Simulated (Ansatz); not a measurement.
`N/C(O)=N\[SiH3]` + `BN[SiH2]F` → `BN([SiH3])[SiH2]F` + `N=C(N)O`  (ligand exchange at the Si–N bond)

Computed with Ansatz on PBE0-D4/def2-TZVP structures; ΔE is electronic, products minus reactants. CCSD(T)/CBS is the MP2 limit (def2-TZVPP, def2-QZVPP) plus CCSD(T) − MP2 in def2-TZVPP, frozen cores. Functionals use def2-TZVPP. B3LYP here is the variant with VWN-RPA as its local correlation; programs differ in this. One conformer a species, not always the lowest.

| level | ΔE (kcal/mol) | difference from CCSD(T)/CBS |
| --- | --- | --- |
| PBE-D4 | 7.8 | 1.7 |
| r2SCAN-D4 | 7.9 | 1.8 |
| PBE0-D4 | 7.7 | 1.6 |
| B3LYP-D4 | 7.7 | 1.6 |
| ωB97X-V | 7.0 | 0.9 |
| ωB97M-V | 7.0 | 0.9 |
| B2PLYP | 7.7 | 1.6 |
| PBE | 8.4 | 2.3 |
| r2SCAN | 8.0 | 1.9 |
| PBE0 | 8.2 | 2.1 |
| B3LYP | 8.6 | 2.5 |
| HF/def2-TZVPP | 7.9 | 1.8 |
| MP2/def2-TZVPP | 6.5 | 0.4 |
| SCS-MP2/def2-TZVPP | 6.2 | 0.1 |
| CCSD/def2-TZVPP | 6.1 | 0.0 |
| CCSD(T)/def2-TZVPP | 6.0 | -0.1 |
| HF/def2-QZVPP | 7.8 | 1.7 |
| MP2/def2-QZVPP | 6.5 | 0.4 |
| SCS-MP2/def2-QZVPP | 6.2 | 0.1 |
| HF/CBS(def2) | 7.8 | 1.7 |
| MP2/CBS(def2) | 6.6 | 0.5 |
| CCSD/CBS(def2) | 6.2 | 0.1 |
| CCSD(T)/CBS | 6.1 | 0 |

Largest T1 diagnostic among the species: 0.013.

The D4 term adds −0.9 kcal/mol with B3LYP and −0.5 kcal/mol with PBE0; it sums over pairs of atoms, weighted by their polarisabilities, and B3LYP, whose exchange is more repulsive, gets the larger term. In def2-TZVPP, CCSD(T) changes the Hartree–Fock value by −2.0 kcal/mol (the triples alone add −0.1 kcal/mol) and MP2 by −1.5 kcal/mol.

CCSD(T)/CBS has its own doubt, a few kJ/mol and more with outer-core shells, so smaller differences from it don't rank the levels.
